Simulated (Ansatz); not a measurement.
## AlP, space group F-43m: relaxations under a series of pressures

Program: Ansatz's Python interface.

Script `compress_alp.py`:
```python
# -*- coding: utf-8 -*-
"""Cell of AlP under pressure."""

import ansatz as az
from ase import Atoms
import numpy as np

def edges_and_angles(cell):
    cell = np.asarray(cell)
    a, b, c = np.linalg.norm(cell, axis=1)
    cosines = cell[1] @ cell[2] / (b * c), cell[0] @ cell[2] / (a * c), cell[0] @ cell[1] / (a * b)
    return (a, b, c, *np.degrees(np.arccos(cosines)))

atoms = Atoms(
    ["Al", "P"],
    scaled_positions=[
        [0.0, 0.0, 0.0],
        [0.25, 0.25, 0.25],
    ],
    cell=[
        [0.0, 2.7255, 2.7255],
        [2.7255, 0.0, 2.7255],
        [2.7255, 2.7255, 0.0],
    ],
    pbc=True,
)
structure = az.Crystal.from_ase(atoms)

job = structure.calculation()
job = job.functional("PBE")
job = job.basis(38 * az.Ry)
job = job.kpoints(6).occupations("fixed")

# H = F + PV, with 1 GPa A^3 = 1/160.21766 eV
rows = []
for pressure in [0, 5, 10, 20]:
    res = job.relax(cell=True, pressure=pressure).run(threads=1)
    cell = res.lattice.cell_ang
    n_atoms = len(res.lattice.sites)
    volume = abs(np.linalg.det(cell)) / n_atoms
    enthalpy = res.report["free_energy_ev"] / n_atoms + pressure * volume / 160.21766
    rows.append((pressure, volume, enthalpy, *edges_and_angles(cell)))
    print(f"{pressure} GPa done: {volume:.4f} A^3/atom")

print(" P (GPa)  V (A^3/atom)  H (eV/atom)     a       b       c")
for row in rows:
    print("{:8.1f} {:12.4f} {:14.5f} {:7.4f} {:7.4f} {:7.4f}".format(*row[:6]))
p, v = np.array([row[0] for row in rows], float), np.array([row[1] for row in rows])
print("mean bulk modulus between rows (GPa):", np.round(-np.diff(p) / np.diff(np.log(v)), 1))
```

Output of `python compress_alp.py`:
```text
0 GPa done: 20.8840 A^3/atom
5 GPa done: 19.7915 A^3/atom
10 GPa done: 18.9309 A^3/atom
20 GPa done: 17.6172 A^3/atom
 P (GPa)  V (A^3/atom)  H (eV/atom)     a       b       c
     0.0      20.8840     -647.21828  3.8945  3.8945  3.8945
     5.0      19.7915     -646.58419  3.8254  3.8254  3.8254
    10.0      18.9309     -645.98042  3.7691  3.7691  3.7691
    20.0      17.6172     -644.84210  3.6798  3.6798  3.6798
mean bulk modulus between rows (GPa): [ 93.1 112.5 139. ]
```

The volume falls from 20.88 Å³ an atom at 0 GPa to 17.62 at 20 GPa, by 15.6 %. Between 0 and 5 GPa, -V dP/dV is about 93 GPa, a mean over that step.

What to keep in mind:
- Absolute energies stand on the zero of these potentials, so only differences at equal settings mean something.
- At a fixed pressure a relaxation lowers the enthalpy F + PV, while F alone can rise.
- Of the deposited cell: the entry's cell lengths or inner coordinates differ somewhat from later room-temperature determinations.
- The starting cell is as deposited in a crystallographic database; the results hold for this polymorph, which needn't be the stable one.
- Symmetry holds the cell in this phase, whether or not it is the stable one at each pressure.
- The whole script took 14 s on 1 thread of Arm Neoverse V1, on a shared host, peak memory 0.37 GiB.
